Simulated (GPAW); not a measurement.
Pd:

```xyz
1
Lattice="0.0000 1.9465 1.9465 1.9465 0.0000 1.9465 1.9465 1.9465 0.0000" Properties=species:S:1:pos:R:3 pbc="T T T"
Pd    0.0000    0.0000    0.0000
```

- Program: GPAW 26.7.0
- Task: relaxation of cell and atoms
- Functional: PBEsol
- Dispersion: D3(BJ)+ATM
- Potentials or basis: PAW data sets generated in the run's folder for this functional
- Cutoff: 600 eV
- Basis: pw
- k mesh: 12 × 12 × 12
- Occupations: fermi-dirac, width 0.05 eV
- Spin: no spin polarisation

At the start: pressure -7.5 GPa; volume 14.75 Å³/atom.

**Question.** Where does the relaxation end?

**Answer.** Over 3 steps the energy falls by 13.7 meV/atom and the volume is 14.21 Å³/atom (-3.7 %); space group Fm-3m (No. 225, to 0.05 Å).

The path:
| step | energy change (eV) | largest force (eV/Å) | pressure (GPa) | volume (Å³) |
| --- | --- | --- | --- | --- |
| 1 | 0.0000 | 0.0000 | -7.54 | 14.75 |
| 2 | -0.0131 | 0.0000 | -1.63 | 14.32 |
| 3 | -0.0137 | 0.0000 | 0.12 | 14.21 |

Final structure:
```xyz
1
Lattice="0.0000 1.9222 1.9222 1.9222 0.0000 1.9222 1.9222 1.9222 0.0000" Properties=species:S:1:pos:R:3 pbc="T T T"
Pd    0.0000    0.0000    0.0000
```

Caveat: later steps reuse the first step's grids; pairwise dispersion overbinds metals, which lowers pressure and volume.
